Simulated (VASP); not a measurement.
Runs of VASP 6.6.1 on KMgF3. It takes space group Pm-3m (No. 221, cubic). The conventional cell has a = 3.986 Å, b = 3.986 Å, c = 3.986 Å, α = 90.00°, β = 90.00°, γ = 90.00°. Around K (site symmetry m-3m) lie 12 F at 2.82 Å. Mg (site symmetry m-3m) has 6 F at 1.99 Å as nearest neighbours. Around F (site symmetry 4/mmm) lie 2 Mg at 1.99 Å. 

```csv
level,potentials or basis,further INCAR settings,gap on the mesh (eV),pressure (GPa)
TB-mBJ,"VASP PAW PBE potentials, release 64 (K_sv, Mg, F)",ALGO = Normal; EDIFF = 1e-07,(c),-
r2SCAN,"VASP PAW PBE potentials, release 64 (K_sv, Mg, F)",ALGO = Normal; EDIFF = 1e-07,8.25,(b)
LDA,"VASP PAW LDA potentials, release 64 (K_sv, Mg, F)",ALGO = Fast; EDIFF = 1e-07,6.96,-5.2
PBE,"VASP PAW PBE potentials, release 64 (K_sv, Mg, F)",ALGO = Fast; EDIFF = 1e-07,7.30,3.4
PBEsol,"VASP PAW PBE potentials, release 64 (K_sv, Mg, F)",ALGO = Fast; EDIFF = 1e-07,(a),-0.1
```

Alike in all rows: task band structure; no spin polarisation; cell as given; k mesh 8 × 8 × 8; cutoff (eV) 520; smearing gaussian 0.02 eV.

Problem. Fill in the values left out.

Solution. (a) 7.12; (b) -0.9; (c) 10.78.

Caveats: the PAW data sets were made with another functional, which shifts forces and pressure a little (some runs).

